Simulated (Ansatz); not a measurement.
# Moving the functional in Al2O3

The cell as given:

```cif
data_structure
_symmetry_space_group_name_H-M 'R-3c:H'
_symmetry_Int_Tables_number 167
_cell_length_a 4.7605
_cell_length_b 4.7605
_cell_length_c 12.9956
_cell_angle_alpha 90.000
_cell_angle_beta 90.000
_cell_angle_gamma 120.000
_cell_volume 255.05
loop_
_atom_site_label
_atom_site_type_symbol
_atom_site_symmetry_multiplicity
_atom_site_Wyckoff_symbol
_atom_site_fract_x
_atom_site_fract_y
_atom_site_fract_z
_atom_site_occupancy
Al1 Al 12 c 0.66667 0.33333 0.18549 1
O1 O 18 e 0.97335 0.64001 0.08333 1
```

Kept alike: task relaxation of cell and atoms; k mesh 7 × 7 × 7; occupations fermi-dirac, width 0.05 eV; no spin polarisation. Program: Ansatz, Ansatz PAW. Cutoffs run from 420 to 500 eV. The mesh is that of the run's cell of 10 atoms. No spin-orbit coupling.

| run | volume (Å³/atom) |
| --- | --- |
| A | 8.323 |
| B | 8.496 |
| C | 8.760 |

The relaxations keep at least the cell's symmetry (R-3c). Relaxations stop with a little pressure left, so the last digits of a volume or edge aren't settled. Ansatz's relaxations hold a Pulay term in the stress (up to 1.2 GPa here). All rows use potentials made for PBE.

Problem. The runs differ in the functional (and the cutoff that goes with it) alone: LDA; PBE; r2SCAN. Which run is which?

Solution. Run A is LDA; run B is r2SCAN; run C is PBE. The volume runs from 8.323 (LDA) to 8.760 Å³/atom (PBE). From PBE: LDA -0.437; r2SCAN -0.264.
